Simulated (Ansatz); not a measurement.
# Calculated electric field gradients for GeS

The cell is a COD entry, its atoms then relaxed with PBE in this cell.

```cif
data_GeS
_symmetry_space_group_name_H-M 'Pnma'
_symmetry_Int_Tables_number 62
_cell_length_a 10.4810
_cell_length_b 3.6460
_cell_length_c 4.2990
_cell_angle_alpha 90.000
_cell_angle_beta 90.000
_cell_angle_gamma 90.000
loop_
_atom_site_label
_atom_site_type_symbol
_atom_site_symmetry_multiplicity
_atom_site_Wyckoff_symbol
_atom_site_fract_x
_atom_site_fract_y
_atom_site_fract_z
Ge Ge 4 c 0.1211 0.2500 0.1275
S S 4 c 0.8504 0.2500 0.4977
```

One atom of each set is listed.

Method: Kohn–Sham DFT in Ansatz, PBE, plane waves and PAW, scalar-relativistic, 420 eV cutoff, Γ-centred 3×8×7 k-points, Fermi–Dirac smearing 0.02 eV.

C_Q = eQV_zz/h, which is 24.18 MHz for Q = 1 b and V_zz = 10²¹ V/m²; η = (V_xx − V_yy)/V_zz. ν_Q = 3|C_Q|/[2I(2I − 1)].

⁷³Ge: I = 9/2, Q = -196.0 mb; ³³S: I = 3/2, Q = -69.40 mb. Q values from Pyykkö, Mol. Phys. 116, 1328 (2018).

| site | atoms | first shell | C_Q (MHz) | η | ν_Q (MHz) |
| --- | --- | --- | --- | --- | --- |
| Ge | 4 | 3 S at 2.45–2.46 Å; also 3 S at 3.25–3.26 Å | 35.4 | 0.35 | 1.47 |
| S | 4 | 3 Ge at 2.45–2.46 Å; also 3 Ge at 3.25–3.26 Å | 8.70 | 0.04 | 4.35 |

At Ge and S V_zz stands upright on the plane through its three neighbours (within 12°) in each case.

The relaxation (4 steps) took 54 s of wall time (53 s of CPU time) and 0.65 GiB at its peak, on 1 thread of Intel Xeon Platinum 8259CL CPU @ 2.50GHz (Skylake/Cascade Lake) (x86_64; 16 cores open to the job, memory cap 3.0 GiB, no GPU), a shared host with a load of 0.2 a core.
